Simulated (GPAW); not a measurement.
# Al2O3 (Corundum) (R-3c) in GPAW: a series of runs

The runs below take Al2O3 (Corundum) through gruneisen, Wannier functions, with LDA, RPBE.

All numbers are computed with GPAW 26.7.0; they aren't measurements. Logs are shortened: lines on timing, memory, paths and dates and some standing lists are left out, and cuts for length are marked. The log counts tension as positive stress, the text compression.

**The experiment to reproduce.**

From “Multi-petahertz electron interference in Cr:Al2O3 solid-state material”, 2018, pmc:5906618, for a bulk crystal of Al2O3: band gap 8.7 eV (optical).

How close the calculation comes is told below.

**1. Starting point**

It takes space group R-3c (No. 167, trigonal). Conventional cell: a = 4.760 Å, b = 4.760 Å, c = 12.996 Å, α = 90.00°, β = 90.00°, γ = 120.00°. Al (site symmetry 3) has 6 O at 1.85 to 1.97 Å as nearest neighbours. O (site symmetry 2) is surrounded by 4 Al at 1.85 to 1.97 Å.

**2. Gruneisen, LDA**

run.py reads:

```python
import json
import numpy as np
from ase import Atoms
from ase.constraints import FixSymmetry
from ase.filters import FrechetCellFilter
from ase.io import read, write
from ase.optimize import BFGS
from phonopy import Phonopy
from phonopy.structure.atoms import PhonopyAtoms
from gpaw import GPAW, PW, setup_paths

setup_paths.insert(0, '.')

atoms = read('Al2O3.cif')

calc = GPAW(mode=PW(800),
            xc='LDA',
            kpts={'size': (4, 4, 4), 'gamma': True},
            occupations={'name': 'fermi-dirac', 'width': 0.05},
            nbands=44,
            convergence={'density': 1e-06, 'eigenstates': 1e-09},
            maxiter=150,
            txt='gpaw.txt')
atoms.calc = calc
atoms.set_constraint(FixSymmetry(atoms))
BFGS(FrechetCellFilter(atoms), trajectory='relax.traj', logfile='-').run(fmax=0.005, steps=40)
atoms.set_constraint()
energy = atoms.get_potential_energy()
forces = atoms.get_forces()
stress = atoms.get_stress()
calc.write('gs.gpw')
write('result.traj', atoms)
print('Cell:', atoms.cell.cellpar().round(4))
print(atoms.get_scaled_positions().round(5))

def force_constants(scale):
    unit = PhonopyAtoms(symbols=atoms.get_chemical_symbols(), cell=atoms.cell[:] * scale**(1 / 3),
                        scaled_positions=atoms.get_scaled_positions())
    ph = Phonopy(unit, supercell_matrix=np.diag([1, 1, 1]), primitive_matrix=np.eye(3), symprec=1e-4)
    ph.generate_displacements(distance=0.03)
    forces = []
    for i, sc in enumerate(ph.supercells_with_displacements):
        a = Atoms(sc.symbols, cell=sc.cell, scaled_positions=sc.scaled_positions, pbc=True)
        c = GPAW(mode=PW(680),
                 xc='LDA',
                 kpts={'size': (4, 4, 4), 'gamma': True},
                 occupations={'name': 'fermi-dirac', 'width': 0.05},
                 nbands=44,
                 convergence={'density': 1e-06, 'eigenstates': 1e-09},
                 maxiter=150,
                 txt=f'disp-{scale:.3f}-{i:02d}.txt')
        a.calc = c
        f = a.get_forces()
        forces.append(f - f.mean(axis=0))
        print(f'displacement {i}: drift', f.mean(axis=0).round(5), flush=True)
    ph.forces = forces
    ph.produce_force_constants()
    ph.symmetrize_force_constants()
    return ph

qpoints = [[0.0, 0.0, 0.0]]
results = {}
for scale in [0.99, 1.0, 1.01]:
    ph = force_constants(scale)
    ph.run_qpoints(qpoints)
    nu = ph.qpoints.frequencies * 33.35641  # THz to cm^-1
    results[f'{scale:.3f}'] = nu.tolist()
    for qp, f in zip(qpoints, nu):
        print(scale, np.round(qp, 4), f.round(2))

lo, mid, hi = (np.array(results[x]) for x in ('0.990', '1.000', '1.010'))
gamma = np.where(abs(mid) > 5, -(hi - lo) / (np.log(1.01 / 0.99) * np.where(abs(mid) > 5, mid, 1)), 0)
results['gamma'] = gamma.tolist()
print('Mode Grueneisen parameters:')
print(gamma.round(3))
json.dump(results, open('phonons.json', 'w'))
```

Al2O3.cif reads:

```cif
data_Al2O3
_cell_length_a 5.13022308
_cell_length_b 5.13022308
_cell_length_c 5.13022308
_cell_angle_alpha 55.28667080
_cell_angle_beta 55.28667080
_cell_angle_gamma 55.28667080
_space_group_name_H-M_alt 'P1'
_space_group_name_Hall 'P 1'
_space_group_IT_number 1
loop_
_space_group_symop_operation_xyz
'x,y,z'
loop_
_atom_site_label
_atom_site_type_symbol
_atom_site_symmetry_multiplicity
_atom_site_Wyckoff_symbol
_atom_site_fract_x
_atom_site_fract_y
_atom_site_fract_z
_atom_site_occupancy
Al1 Al 1 a 0.8521600000 0.8521600000 0.8521600000 1
Al2 Al 1 a 0.6478400000 0.6478400000 0.6478400000 1
Al3 Al 1 a 0.1478400000 0.1478400000 0.1478400000 1
Al4 Al 1 a 0.3521600000 0.3521600000 0.3521600000 1
O1 O 1 a 0.0566800000 0.7500000000 0.4433200000 1
O2 O 1 a 0.7500000000 0.4433200000 0.0566800000 1
O3 O 1 a 0.4433200000 0.0566800000 0.7500000000 1
O4 O 1 a 0.9433200000 0.2500000000 0.5566800000 1
O5 O 1 a 0.2500000000 0.5566800000 0.9433200000 1
O6 O 1 a 0.5566800000 0.9433200000 0.2500000000 1
```

Potentials or basis: PAW data sets generated in the run's folder for this functional, pw.

Run with:

```
$ gpaw-setup -f LDA Al O
$ OMP_NUM_THREADS=1 python run.py
```

gpaw.txt:

```text
__  _  _
 | _ |_)|_||  |
 |__||  | ||/\| - 26.7.0

Input parameters:
  mode=PW(ecut=800.0),
  convergence={'density': 1e-06, 'eigenstates': 1e-09},
  kpts=MonkhorstPack(size=(4, 4, 4), gamma=True),
  maxiter=150,
  nbands=44,
  occupations=Occupations(name='fermi-dirac', width=0.05),
  xc=XC(name='LDA')

Diagonalizing LCAO Hamiltonian
Converting LCAO to pw mode

                   O         Al

                       Al
              OO     OO
             Al

       Al        O

Atoms  # Å, Bohr magnetons
|   | symbol |        x |        y |        z |    initial magnetic moments |
|---|--------|----------|----------|----------|-----------------------------|
| 0 |     Al | 9.350962 | 4.897574 | 3.348741 | ( 0.0000,  0.0000,  0.0000) |
| 1 |     Al | 7.108909 | 3.723297 | 2.545823 | ( 0.0000,  0.0000,  0.0000) |
| 2 |     Al | 1.622285 | 0.849673 | 0.580968 | ( 0.0000,  0.0000,  0.0000) |
| 3 |     Al | 3.864339 | 2.023951 | 1.383886 | ( 0.0000,  0.0000,  0.0000) |
| 4 |      O | 3.777080 | 3.841171 | 1.742119 | ( 0.0000,  0.0000,  0.0000) |
| 5 |      O | 5.308423 | 1.956255 | 0.222736 | ( 0.0000,  0.0000,  0.0000) |
| 6 |      O | 4.631056 | 1.386634 | 2.947282 | ( 0.0000,  0.0000,  0.0000) |
| 7 |      O | 7.196167 | 1.906076 | 2.187591 | ( 0.0000,  0.0000,  0.0000) |
| 8 |      O | 5.664824 | 3.790993 | 3.706973 | ( 0.0000,  0.0000,  0.0000) |
| 9 |      O | 6.342191 | 4.360613 | 0.982427 | ( 0.0000,  0.0000,  0.0000) |

Unit cell  # Å
| periodic |        x |        y |         z |  lengths |    angles |
|----------|----------|----------|-----------|----------|-----------|
|      yes | 5.130223 | 0.000000 | -0.000000 | 5.130223 | 55.286671 |
|      yes | 2.921512 | 4.217103 |  0.000000 | 5.130223 | 55.286671 |
|      yes | 2.921512 | 1.530144 |  3.929709 | 5.130223 | 55.286671 |

Number of symmetries: 6
Symmetry operations  # r_c * U_cc + t_c -> r_c
|   | kind |            matrix            |
|---|------|------------------------------|
| 0 |  E   |  1, 0, 0,  0, 1, 0,  0, 0, 1 |
| 1 |  C3  |  0, 1, 0,  0, 0, 1,  1, 0, 0 |
| 2 |  C3  |  0, 0, 1,  1, 0, 0,  0, 1, 0 |
| 3 |  S6  |  0, 0,-1, -1, 0, 0,  0,-1, 0 |
| 4 |  S6  |  0,-1, 0,  0, 0,-1, -1, 0, 0 |
| 5 |  i   | -1, 0, 0,  0,-1, 0,  0, 0,-1 |

BZ-sampling:
  Number of BZ points: 64
  Number of IBZ points: 14
[... 1140 lines left out ...]
SCF iterations
|iter     | |      energy | eigst |  dens |
|---------|-|-------------|-------|-------|
|iter:   1| |  -84.170183 | -2.29 |       |
|iter:   2| |  -84.167296 | -5.07 | -2.21 |
|iter:   3| |  -84.157832c| -3.52 | -2.27 |
|iter:   4| |  -84.157810c| -5.61 | -3.12 |
|iter:   5| |  -84.157826c| -6.56 | -3.49 |
|iter:   6| |  -84.157829c| -7.69 | -3.99 |
|iter:   7| |  -84.157829c| -9.53c| -5.07 |
|iter:   8| |  -84.157829c| -9.50c| -5.58 |
|iter:   9| |  -84.157829c|-10.58c| -6.51c|

Converged in 9 steps
Energy contrib
[... cut ...]
er:
  ecut: 6400.0  # eV

xc functional:
  name: None

convergence criteria:
- Maximum integral of absolute [dens]ity change: 1e-06 electrons / valence electron
- Maximum integral of absolute [eigenst]ate change: 1e-09 eV^2 / valence electron
- Maximum [total energy] change in last 3 cyles: 0.0005 eV / valence electron
maximum number of iterations: 150

SCF iterations
|iter     | |      energy | eigst |  dens |
|---------|-|-------------|-------|-------|
|iter:   1| |  -84.158139 | -4.47 |       |
|iter:   2| |  -84.158131 | -7.32 | -3.19 |
|iter:   3| |  -84.158099c| -5.77 | -3.22 |
|iter:   4| |  -84.158102c| -8.02 | -3.85 |
|iter:   5| |  -84.158102c| -9.14c| -4.21 |
|iter:   6| |  -84.158102c| -9.82c| -4.89 |
|iter:   7| |  -84.158102c|-10.39c| -5.47 |
|iter:   8| |  -84.158102c|-11.60c| -6.32c|
[... 26 lines left out ...]
|         18 |         4.703 |     2.000 |
|         19 |         5.505 |     2.000 |
|         20 |         5.505 |     2.000 |
|         21 |         5.995 |     2.000 |
[... 8 lines left out ...]
|         30 |        18.240 |     0.000 |
|         31 |        18.240 |     0.000 |
|        ... |               |           |
|         43 |        24.620 |     0.000 |

Gap: 6.311 eV
Transition (v -> c):
  (s=0, k=0, n=23, [0.00, 0.00, 0.00]) -> (s=0, k=0, n=24, [0.00, 0.00, 0.00])
No difference between direct/indirect transitions

Stress tensor  # eV/Ang^3
|        x |         y |         z |
|----------|-----------|-----------|
| 0.000087 |  0.000239 |  0.000164 |
| 0.000239 | -0.000245 |  0.000086 |
| 0.000164 |  0.000086 | -0.000311 |

Forces  # eV/Ang
|        x |        y |        z |
|----------|----------|----------|
|  0.00900 |  0.00472 |  0.00322 |  # Al   0
| -0.00900 | -0.00471 | -0.00322 |  # Al   1
| -0.00900 | -0.00472 | -0.00322 |  # Al   2
|  0.00900 |  0.00471 |  0.00322 |  # Al   3
|  0.00057 | -0.00039 | -0.00101 |  # O    4
|  0.00000 | -0.00069 |  0.00101 |  # O    5
| -0.00057 |  0.00109 |  0.00000 |  # O    6
| -0.00057 |  0.00039 |  0.00101 |  # O    7
| -0.00000 |  0.00069 | -0.00101 |  # O    8
|  0.00057 | -0.00109 | -0.00000 |  # O    9

Interpolating wave functions to new cell
[... 208 lines left out ...]
|         18 |         4.704 |     2.000 |
|         19 |         5.505 |     2.000 |
|         20 |         5.505 |     2.000 |
|         21 |         5.994 |     2.000 |
[... 8 lines left out ...]
|         30 |        18.241 |     0.000 |
|         31 |        18.241 |     0.000 |
|        ... |               |           |
|         43 |        24.620 |     0.000 |

Gap: 6.309 eV
Transition (v -> c):
  (s=0, k=0, n=23, [0.00, 0.00, 0.00]) -> (s=0, k=0, n=24, [0.00, 0.00, 0.00])
No difference between direct/indirect transitions

Stress tensor  # eV/Ang^3
|         x |         y |         z |
|-----------|-----------|-----------|
| -0.000111 |  0.000038 |  0.000026 |
|  0.000038 | -0.000164 |  0.000014 |
|  0.000026 |  0.000014 | -0.000175 |

Forces  # eV/Ang
|        x |        y |        z |
|----------|----------|----------|
|  0.00671 |  0.00352 |  0.00240 |  # Al   0
| -0.00671 | -0.00351 | -0.00240 |  # Al   1
| -0.00671 | -0.00352 | -0.00240 |  # Al   2
|  0.00671 |  0.00351 |  0.00240 |  # Al   3
|  0.00155 | -0.00107 | -0.00275 |  # O    4
|  0.00000 | -0.00188 |  0.00275 |  # O    5
| -0.00154 |  0.00295 |  0.00000 |  # O    6
| -0.00155 |  0.00107 |  0.00275 |  # O    7
| -0.00000 |  0.00188 | -0.00275 |  # O    8
|  0.00154 | -0.00295 | -0.00000 |  # O    9

Interpolating wave functions to new cell
[... 208 lines left out ...]
|         18 |         4.704 |     2.000 |
|         19 |         5.504 |     2.000 |
|         20 |         5.504 |     2.000 |
|         21 |         5.993 |     2.000 |
[... 8 lines left out ...]
|         30 |        18.241 |     0.000 |
|         31 |        18.241 |     0.000 |
|        ... |               |           |
|         43 |        24.619 |     0.000 |

Gap: 6.306 eV
Transition (v -> c):
  (s=0, k=0, n=23, [0.00, 0.00, 0.00]) -> (s=0, k=0, n=24, [0.00, 0.00, 0.00])
No difference between direct/indirect transitions

Stress tensor  # eV/Ang^3
|         x |         y |         z |
|-----------|-----------|-----------|
| -0.000114 | -0.000040 | -0.000027 |
| -0.000040 | -0.000060 | -0.000014 |
| -0.000027 | -0.000014 | -0.000048 |

Forces  # eV/Ang
|        x |        y |        z |
|----------|----------|----------|
|  0.00256 |  0.00134 |  0.00092 |  # Al   0
| -0.00255 | -0.00134 | -0.00091 |  # Al   1
| -0.00256 | -0.00134 | -0.00092 |  # Al   2
|  0.00255 |  0.00134 |  0.00091 |  # Al   3
|  0.00105 | -0.00073 | -0.00187 |  # O    4
|  0.00000 | -0.00128 |  0.00187 |  # O    5
| -0.00105 |  0.00201 |  0.00000 |  # O    6
| -0.00105 |  0.00073 |  0.00187 |  # O    7
| -0.00000 |  0.00128 | -0.00187 |  # O    8
|  0.00105 | -0.00201 | -0.00000 |  # O    9

# Writing to gs.gpw (mode='')
```

Run time: 43 min. Hardware: 1 thread of Arm Neoverse V1, shared host; peak memory 0.98 GiB.

Results:

```yaml
Free_energy: -84.1581 eV
Relaxed_volume: 8.41 Å³/atom
Relaxed_cell: a = 5.107 Å, b = 5.107 Å, c = 5.107 Å, α = 55.38°, β = 55.38°, γ = 55.38°
Space_group_after_relaxing_to_0.05_Å: R-3c (No. 167)
Pressure_after_relaxing: 0.0 GPa
Largest_force_after_relaxing: 0.003 eV/Å
Band_gap_on_the_k_mesh: 6.31 eV, direct
Highest_phonon_frequency_at_Γ_LO-TO_splitting_left_out: 754 cm⁻¹
```

Forces on the atoms (eV/Å):
```
Al   0.003  0.001  0.001
Al  -0.003 -0.001 -0.001
Al  -0.003 -0.001 -0.001
Al   0.003  0.001  0.001
O    0.001 -0.001 -0.002
O    0.000 -0.001  0.002
O   -0.001  0.002  0.000
O   -0.001  0.001  0.002
O    0.000  0.001 -0.002
O    0.001 -0.002  0.000
```

Final structure:
```xyz
10
Lattice="5.1075 -0.0042 -0.0029 2.9051 4.2008 -0.0029 2.9051 1.5216 3.9156" Properties=species:S:1:pos:R:3 pbc="T T T"
Al    9.3026    4.8722    3.3314
Al    7.0740    3.7050    2.5333
Al    1.6152    0.8460    0.5784
Al    3.8437    2.0131    1.3765
O     3.7539    3.8265    1.7377
O     5.2832    1.9483    0.2143
O     4.6101    1.3729    2.9352
O     7.1639    1.8916    2.1721
O     5.6346    3.7699    3.6955
O     6.3076    4.3453    0.9746
```

Phonon frequencies in cm⁻¹ (negative: imaginary):
```
              q point                                                                                                        frequencies
(0.000, 0.000, 0.000)  0 0 0 311 372 372 390 390 396 417 434 434 438 438 446 446 524 578 578 579 579 591 604 633 633 643 690 753 753 754
```

Mode Grüneisen parameters of phonons at Γ, in order of frequency: 1.76, 0.92, 0.92, 1.68, 1.68, 1.11, 1.07, 1.41, 1.41, 1.26, 1.26, 1.38, 1.38, 1.07, 1.58, 1.58, 1.73, 1.73, 2.08, 1.12, 1.64, 1.64, 1.70, 1.21, 1.53, 1.66, 1.50

Caveat: the k mesh is coarse; the cutoff is short for stress and forces, so pressures can be off by a GPa or more; the density grid can change from cell to cell, which puts small steps into energies and stress; the LO-TO splitting is left out.

(Continued in part 2 of 2.)
